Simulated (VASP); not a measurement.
HC16 (a cell with a defect), 17 atoms in the cell. The cell holds a defect, 17 atoms: a = 5.049 Å, b = 5.049 Å, c = 5.049 Å, α = 60.00°, β = 60.00°, γ = 60.00°. The cell was built by a generator and needn't be a form met in nature.

```yaml
Program: VASP 6.6.1
Task: molecular dynamics
Functional: PBE
Potentials_or_basis: VASP PAW PBE potentials, release 64 (C, H)
Cutoff: 520 eV
k_mesh: 2 × 2 × 2
Occupations: fermi-dirac, width 0.02 eV
Spin: no spin polarisation
Dipole_correction: no
Charge: 1
Further_INCAR_settings: LREAL = Auto; ALGO = Fast; EDIFF = 1e-05; NBANDS = 46; ISYM = 0; IBRION = 0; POTIM = 0.75; NSW = 40; NELECT = 64.0
```

Potentials or basis: VASP PAW PBE potentials, release 64 (C, H).

The run is started by

```bash
$ cat potpaw_PBE.64/C/POTCAR potpaw_PBE.64/H/POTCAR > POTCAR
$ mpirun -np 1 vasp_std > vasp.out
```

Hardware: 1 thread of Intel(R) Xeon(R) 6975P-C (Granite Rapids) (shared host).

Problem. How long does it take, and how much memory?

Solution. Wall time 7.6 min on 1 thread of Intel(R) Xeon(R) 6975P-C (Granite Rapids), with other jobs on the host, peak memory 0.28 GiB. Counts: scf iterations 192, k points 8, ion steps 40.
